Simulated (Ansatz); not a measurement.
**Effect of pressure −1 GPa on InN**

Start from InN in the wurtzite structure (space group P6_3mc, No. 186; a = 3.581 Å, c = 5.788 Å).

One thing is altered: hydrostatic tension (pressure −1 GPa).

Level of theory: PBE (Ansatz, a first-principles code, PAW, no spin-orbit coupling). Γ-centred 11×11×6 mesh, Fermi–Dirac width 0.05 eV.

```json
{
 "volume_per_atom": "16.20 Å³ (base 16.06 Å³)",
 "density": "6.60 g/cm³ (base 6.66 g/cm³)",
 "lattice_parameter_a": "3.590 Å (base 3.581 Å)",
 "c/a ratio": "1.617 (base 1.616)",
 "shortest_interatomic_distance": "2.189 Å (base 2.183 Å)",
 "band_gap": "zero (base zero)"
}
```

Final structure:

```
CELL_PARAMETERS angstrom
      3.59033     0.00000     0.00000
     -1.79516     3.10931     0.00000
      0.00000     0.00000     5.80479
ATOMIC_POSITIONS crystal
  In 0.66667 0.33333 0.50195
  In 0.33333 0.66667 0.00195
  N  0.66667 0.33333 0.12325
  N  0.33333 0.66667 0.62325
```

The mesh was chosen for an insulator and is coarse for the gapless case. Load acts through the strain it causes; cell and atoms are relaxed under it. No phonon test of stability was made. All final runs are without spin polarisation. A zero or small gap of InN can be the functional's error rather than a property of the material.
